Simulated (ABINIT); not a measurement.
# AgBr (Bromargyrite): a self-consistent loop beyond G0W0, cycle by cycle, part 3 of 3

Aim: iterate the self-energy on AgBr (Bromargyrite) and follow the gap from cycle to cycle.

ABINIT 10.8.3; PBE and many-body steps on it, plane waves. Known limits of the many-body steps: not at the basis limit; d shell near the gap, gap tends to lie low; no spin-orbit coupling; coarse k mesh.

So far. Step 10 (evGW, cycle 1): Against G0W0 in ABINIT (4×4×4 mesh, 139 bands, screening to 163.3 eV, Godby-Needs plasmon pole), the gap moves by +0.454 eV. Step 13 (evGW, cycle 2): Against the cycle before, the gap moves by +0.049 eV.

**15. Screening, 4×4×4 mesh, 139 bands, screening to 163.3 eV**

This step: RPA screening on PBE from quasiparticle energies, plane waves, norm-conserving pseudopotentials.

Input file run.abi:

```
acell 3*1.0 Angstrom
rprim 
  0.000000000000 2.887250000000 2.887250000000
  2.887250000000 0.000000000000 2.887250000000
  2.887250000000 2.887250000000 0.000000000000
ntypat 2
znucl 47 35
natom 2
typat 1 2
xred 
  0.000000000000 0.000000000000 0.000000000000
  0.500000000000 0.500000000000 0.500000000000
pp_dirpath "pseudos"
pseudos "Ag.upf, Br.upf"
ecut 37
ngkpt 4 4 4
nshiftk 1
shiftk 0 0 0
kptopt 1
chksymbreak 0
istwfk *1
occopt 1
irdwfk 1
optdriver 3
nband 139
ecuteps 6
inclvkb 2
awtr 1
symchi 1
irdqps 1
gwcalctyp 10
nqptdm 7
qptdm 
  0.2500000000 0.0000000000 0.0000000000
  0.5000000000 0.0000000000 0.0000000000
  0.2500000000 0.2500000000 0.0000000000
  0.5000000000 0.2500000000 0.0000000000
  -0.2500000000 0.2500000000 0.0000000000
  0.5000000000 0.5000000000 0.0000000000
  -0.2500000000 0.5000000000 0.2500000000
indata_prefix "in"
outdata_prefix "out"
tmpdata_prefix "tmp"
```

Input file mrgscr.stdin:

```
2
merged
q0_SCR
out_SCR
1
```

Command:

```bash
> OMP_NUM_THREADS=1 mpirun -n 8 abinit run.abi > log; mrgscr < mrgscr.stdin
```

Output:

```text
.Version 10.8.3 of ABINIT. v10.8.2 released Aug 2026.

 Symmetries : space group Fm -3 m (#225); Bravais cF (face-center cubic)
[... echo of the input left out ...]
== DATASET  1 ==================================================================
-   mpi_nproc: 8, omp_nthreads: 1 (-1 if OMP is not activated)

--- !DatasetInfo
iteration_state: {dtset: 1, }
dimensions: {natom: 2, nkpt: 8, mband: 139, nsppol: 1, nspinor: 1, nspden: 1, mpw: 3512, }
cutoff_energies: {ecut:  37.0, pawecutdg:  -1.0, }
[...]
q-point number  1        q = ( 0.250000, 0.000000, 0.000000) [r.l.u.]
--------------------------------------------------------------------------------
[... chi0 elements left out ...]
  Average fulfillment of the sum rule on Im[epsilon] for q-point    2 :     92.48  [%]

--------------------------------------------------------------------------------
  q-point number  2        q = ( 0.500000, 0.000000, 0.000000) [r.l.u.]
--------------------------------------------------------------------------------
[... chi0 elements left out ...]
  Average fulfillment of the sum rule on Im[epsilon] for q-point    3 :     85.92  [%]

 [... 5 further q-points ...]
```

The job ended after 17 s (8 MPI ranks of Arm Neoverse V2, shared host; peak memory 1.5 GiB).

Numbers from this step:

| Item | Value |
| --- | --- |
| plasma frequency | 27.29 eV |
| plane waves in the screening matrix | 259 |

This screening reads the quasiparticle levels of the cycle before.

**16. evGW, cycle 3**

This step: evGW on PBE, plane waves, norm-conserving pseudopotentials.

run.abi, as its differences from that of step 15:

```diff
@@ -23,12 +23,10 @@
 irdwfk 1
-optdriver 3
+optdriver 4
 nband 139
-ecuteps 6
-inclvkb 2
-awtr 1
-symchi 1
-irdqps 1
 gwcalctyp 10
-nqptdm 7
-qptdm 
+ecutsigx 37
+symsigma 1
+nkptgw 8
+kptgw 
+  0.0000000000 0.0000000000 0.0000000000
   0.2500000000 0.0000000000 0.0000000000
@@ -40,2 +38,15 @@
   -0.2500000000 0.5000000000 0.2500000000
+bdgw 
+  6 21
+  6 21
+  6 21
+  6 21
+  6 21
+  6 21
+  6 21
+  6 21
+ecuteps 6
+irdscr 1
+ppmodel 1
+irdqps 1
 indata_prefix "in"
```

Command:

```bash
> OMP_NUM_THREADS=1 mpirun -n 8 abinit run.abi > log
```

Output:

```text
.Version 10.8.3 of ABINIT. v10.8.2 released Aug 2026.

 Symmetries : space group Fm -3 m (#225); Bravais cF (face-center cubic)
[... echo of the input left out ...]
== DATASET  1 ==================================================================
-   mpi_nproc: 8, omp_nthreads: 1 (-1 if OMP is not activated)

--- !DatasetInfo
iteration_state: {dtset: 1, }
dimensions: {natom: 2, nkpt: 8, mband: 139, nsppol: 1, nspinor: 1, nspden: 1, mpw: 3512, }
cutoff_energies: {ecut:  37.0, pawecutdg:  -1.0, }
[...]
.  kptgw no:  3; Maximum DeltaE = (   0.005   0.001) for band index:  4
[...]
.  kptgw no:  7; Maximum DeltaE = (   0.003  -0.000) for band index: 16
.  kptgw no:  8; Maximum DeltaE = (   0.003   0.000) for band index: 16

== END DATASET(S) ==============================================================
================================================================================

 -outvars: echo values of variables after computation  --------
           etotal      0.0000000000E+00
            nband         139
             nkpt           8
          spgroup         225
 [... the other variables as echoed above ...]

 Calculation completed.
```

The job ended after 2.1 min (8 MPI ranks; peak memory 3.1 GiB).

This step gave:

```yaml
quasiparticle_gap_on_the_mesh: 2.153 eV
gap_of_the_density_functional_on_the_mesh: 0.6764 eV
k_of_the_valence_top: 0.5, 0, 0
k_of_the_conduction_bottom: 0, 0, 0
least_direct_quasiparticle_gap_on_the_computed_points: 4.216 eV
```

Against the cycle before, the gap moves by +0.008 eV.

**17. Side by side**

Times are wall times on 8 MPI ranks of Arm Neoverse V2, shared host, good to a factor of about two. A run's time includes the screening step that it read.

```
           run   mesh  bands  screening cutoff (eV)  DFT gap (eV)  gap on the mesh (eV)  direct (eV)  ε∞ used     time
          G0W0  4×4×4    139                  163.3         0.676                 1.642        3.712     6.72     27 s
evGW0, cycle 1  4×4×4    139                  163.3         0.676                 1.878        3.999     6.72  2.4 min
evGW0, cycle 2  4×4×4    139                  163.3         0.676                 1.811        3.876     6.72  2.4 min
evGW0, cycle 3  4×4×4    139                  163.3         0.676                 1.813        3.887     6.72  2.4 min
 evGW, cycle 1  4×4×4    139                  163.3         0.676                 2.096        4.164     5.52  2.5 min
 evGW, cycle 2  4×4×4    139                  163.3         0.676                 2.145        4.209     5.32  2.5 min
 evGW, cycle 3  4×4×4    139                  163.3         0.676                 2.153        4.216     5.29  2.5 min
```

**18. Outcome**

| Quantity | Value |
| --- | --- |
| G0W0 | 1.642 eV |
| evGW0, cycle 1 | 1.878 eV |
| evGW0, cycle 2 | 1.811 eV |
| evGW0, cycle 3 | 1.813 eV |
| evGW, cycle 1 | 2.096 eV |
| evGW, cycle 2 | 2.145 eV |
| evGW, cycle 3 | 2.153 eV |
| known limits | not at the basis limit; d shell near the gap, gap tends to lie low; no spin-orbit coupling; coarse k mesh |

Only the bands that the input lists are updated; the others, empty or deep, keep the functional's energies or take a rigid shift. The evGW loop starts from the last levels of evGW0, so its cycles and time come on top of those. evGW0 ends at 1.81 eV, +0.17 eV from G0W0, after 3 cycles that took 6.3 min beside the first screening; the last moved the gap by 0.002 eV. evGW ends at 2.15 eV, +0.51 eV from G0W0, after 3 cycles that took 7.4 min beside the first screening; the last moved the gap by 0.008 eV. The first cycle of evGW0 takes the full correction, without the factor Z, so it overshoots the one-shot value. Bands and cutoff are finite, so the gap is not at the basis limit. The miss can reach some tenths of an eV and take either sign; the mesh is an error of its own. The 4×4×4 mesh is coarse for this cell, which bears on the long-range parts of exchange and screening. In the updated screening the q = 0 part is built from Kohn-Sham bands under a rigid shift, the other q from the quasiparticle levels. A d shell, filled or nearly so, lies near the gap. One-shot GW converges very slowly in bands there, not always from below, and on a semilocal start the gap tends to come out low; starts rich in exact exchange can overshoot instead. The many-body steps are scalar-relativistic: spin-orbit coupling is not in them.

[Paths, hosts, dates, memory and timing lines, banners, echoed tables and standing remarks are left out of the program output.]

[Logs are printed without paths, hosts, clocks, repeated set-up lines and the standing remarks that a program may print on its own settings, such as how far it seeks lower states.]

[Runs of the session that timed out or met a known fault of the program may be left out.]

[Hosts, paths, dates, database ids (printed as entryN), source tags and the programs' standing remarks are cut or masked in the printed files.]

[G0W0 gaps are taken among the corrected bands and points alone; a level outside them can change the order at an edge.]

[Where Ansatz stands beside ABINIT at settings called matched, ABINIT's density can come from a denser mesh and the files from another edition; pairs whose starting gaps differed by over 0.03 eV were left out, so agreement reads better than it is.]
